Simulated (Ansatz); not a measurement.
**Ru in Ansatz: the effect of functional**

The system is Ru.

```
CELL_PARAMETERS angstrom
2.72372 0.00000 0.00000
-1.36186 2.35881 0.00000
0.00000 0.00000 4.31026
ATOMIC_POSITIONS crystal
Ru 0.66667 0.33333 0.75000
Ru 0.33333 0.66667 0.25000
```

The cell isn't the ideal one: volume scaled by 1.02.

Alike in all runs:

| Quantity | Value |
| --- | --- |
| Program | Ansatz 0.2.0 |
| Task | single point |
| Potentials or basis | Ansatz PAW |
| k mesh | 11 × 11 × 6 |
| Occupations | fermi-dirac, width 0.05 eV |
| Spin | no spin polarisation |

Task: One run gave: pressure -8.2 GPa. Which functional did it use?
A. PBE
B. r2SCAN
C. LDA

Result: B.

```tsv
functional	cutoff	pressure (GPa)
LDA	420 eV (not typed: the program's choice for these potentials)	-18.0
r2SCAN	500 eV (not typed: the program's choice for these potentials)	-8.2
PBE	420 eV (not typed: the program's choice for these potentials)	-1.7
```

Caveats: the PAW data sets come from PBE, with cores solved anew for the run's functional, which leaves a small shift of forces and pressure (some runs).
